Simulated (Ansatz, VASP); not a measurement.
# Ge: VASP beside Ansatz

```xyz
2
Lattice="0.0000 2.8476 2.8476 2.8476 0.0000 2.8476 2.8476 2.8476 0.0000" Properties=species:S:1:pos:R:3 pbc="T T T"
Ge    4.2715    4.2715    4.2715
Ge    2.8476    2.8476    2.8476
```

Change from the starting cell: volume scaled by 1.02.

Alike in both runs: task single point; functional LDA; k mesh 8 × 8 × 8; occupations fermi-dirac, width 0.05 eV; no spin polarisation.

|  | VASP | Ansatz |
| --- | --- | --- |
| version | VASP 6.6.1 | Ansatz 0.2.0 |
| potentials or method | VASP PAW LDA potentials, release 64 (Ge_d), cutoff 520 eV | all-electron LAPW, scalar-relativistic |

VASP gave:

| Property | Result |
| --- | --- |
| gap on the k mesh at the Fermi level (eV) | none |
| pressure (GPa) | -2.4 |

Task: Which values does Ansatz return?

Result: gap on the k mesh at the Fermi level (eV): none; pressure (GPa): -2.5.

A gap of «none» marks a metal or a gap that the smearing closes. Ansatz ran all-electron here, so the differences hold the error of VASP's frozen core and of both bases.
